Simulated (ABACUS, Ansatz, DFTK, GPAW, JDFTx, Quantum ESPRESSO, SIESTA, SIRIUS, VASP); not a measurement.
# GaSb: programs and potentials compared

```
Sb Ga
1.0
     0.00000    3.05900    3.05900
     3.05900    0.00000    3.05900
     3.05900    3.05900    0.00000
Sb Ga
1 1
Direct
  0.75000 0.75000 0.75000
  0.00000 0.00000 0.00000
```

Alike in all runs: task single point; functional PBEsol; k mesh 8 × 8 × 8; occupations fermi-dirac, width 0.05 eV; no spin polarisation; no spin-orbit coupling. Pressure is positive in compression and, in plane waves, holds the error of the finite cutoff.

| program and potentials | plane-wave cutoff (eV) | notes | band gap (eV) | pressure (GPa) |
| --- | --- | --- | --- | --- |
| ABACUS, PseudoDojo NC SR 0.4.1 PBEsol standard, plane waves | 1102 | 14 valence electrons an atom on average | no gap | -0.13 |
| DFTK, PseudoDojo SR PBEsol 0.4.1 standard (PBEsol) | 1088 | 14 valence electrons an atom on average | no gap | -0.15 |
| Ansatz, all-electron LAPW, scalar-relativistic | - | - | no gap | -0.15 |
| SIESTA, files PseudoDojo sr-pbesol-0.4.1-standard, DZP (energy shift 0.003 Ry; two zetas on semicore shells) | - | atomic basis; 14 valence electrons an atom on average | 0.08 | 0.05 |
| JDFTx, PseudoDojo-SR-PBEsol-0.4.1-standard with smoothed tails | 1088 | 14 valence electrons an atom on average | no gap | -0.15 |
| VASP, PBE PAW files Ga_d, Sb, 520 eV | 520 | potentials made for PBE; 9 valence electrons an atom on average | ? | ? |
| GPAW, PAW data sets generated for this functional | 600 | 9 valence electrons an atom on average | no gap | -0.13 |
| SIRIUS, PseudoDojo 0.4.1 PBEsol standard (scalar relativistic) | 1102 | 14 valence electrons an atom on average | 0.00 | -0.13 |
| Quantum ESPRESSO, GBRV 1.5 PBEsol | 762 | 17 valence electrons an atom on average | no gap | -0.14 |

Task: Estimate from the other rows what the run with VASP, PBE PAW files Ga_d, Sb, 520 eV gave.

Result: No band gap; pressure -0.06 GPa. The other rows, which needn't bracket it: band gap 0.00 to 0.08; pressure -0.15 to 0.05.
